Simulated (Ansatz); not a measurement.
# AlAs (F-43m): equation of state

The task here is to estimate one member of a computed series from the others.

Program: Ansatz 0.2.0. Level of theory: DFT PBE, scalar-relativistic, plane waves, PAW. These are calculated values, not measurements.

2 further runs of the same task are left out: 1 that didn't finish, 1 set aside as unsound or not needed. Runs told in other sessions of the task aren't counted.

## The system as given

It takes space group F-43m (No. 216, cubic). Conventional cell: a = 5.729 Å, b = 5.729 Å, c = 5.729 Å, α = 90.00°, β = 90.00°, γ = 90.00°. Around Al (site symmetry -43m) lie 4 As at 2.48 Å. As (site symmetry -43m) has 4 Al at 2.48 Å in its first shell of neighbours.

Coordinates:

```cif
data_structure
_symmetry_space_group_name_H-M 'P 1'
_symmetry_Int_Tables_number 1
_cell_length_a 4.0507
_cell_length_b 4.0507
_cell_length_c 4.0507
_cell_angle_alpha 60.000
_cell_angle_beta 60.000
_cell_angle_gamma 60.000
_cell_volume 47.00
loop_
_atom_site_label
_atom_site_type_symbol
_atom_site_fract_x
_atom_site_fract_y
_atom_site_fract_z
_atom_site_occupancy
Al1 Al 0.00000 0.00000 0.00000 1
As1 As 0.75000 0.75000 0.75000 1
```

This cell comes from an earlier session at PBE: 23.499 Å³/atom at 0.00 GPa, on a 10×10×10 mesh.

Volume factors to run: 0.980, 1.020, 0.960, 1.040.

The first run:

Contents of input.yaml:

```yaml
crystal:
  lattice:
    - [0.0, 2.8450647574, 2.8450647574]
    - [2.8450647574, 0.0, 2.8450647574]
    - [2.8450647574, 2.8450647574, 0.0]
  atoms:
    - { symbol: Al, position: [0.0, 0.0, 0.0] }
    - { symbol: As, position: [0.75, 0.75, 0.75] }
basis:
  ecutwfc: 420
  ecutrho_ratio: 4
kpoints:
  mp_grid: { grid: [10, 10, 10] }
hamiltonian:
  xc: pbe
scf:
  occupations: { method: gaussian, width: 0.05 }
output:
  forces: true
  stress: true
  eigenvalues: true
```

Run with:

```console
$ ansatz run input.yaml --threads 2 --pin off --max-ram 2662MiB --backend cpu --events-out ev --progress --plain --runs-dir out
```

Steps of the session up to this table: At 0.980 of the relaxed volume; Scaling the volume by 1.020; Scaling the volume by 0.960; Scaling the volume by 1.040.

One of the session's tables, all rows but one given; the rest of the session is left out.

It belongs to the step «The fit». 

| volume (Å³/atom) | energy (meV/atom) | pressure (GPa) | gap (eV) |
| --- | --- | --- | --- |
| 22.559 | 8.45 | 2.99 | 1.44 |
| 23.029 | ? | ? | ? |
| 23.499 | 0.00 | 0.00 | 1.50 |
| 23.969 | 1.91 | -1.28 | 1.54 |
| 24.439 | 7.37 | -2.42 | 1.48 |

**Question.** Estimate the row for volume (Å³/atom) = 23.029.

Worked estimate for «energy (meV/atom)». A straight line through the neighbours (22.559, 8.45) and (23.499, 0.00) gives 8.45 + (0.00 − 8.45) × (23.029 − 22.559) / (23.499 − 22.559) = 4.22; a parabola fitted to 3 rows on both sides gives 2.18.

**Answer.** energy (meV/atom): 2.03; pressure (GPa): 1.41; gap (eV): 1.47. In «energy (meV/atom)» the line misses by +2.19 and the parabola by +0.15.
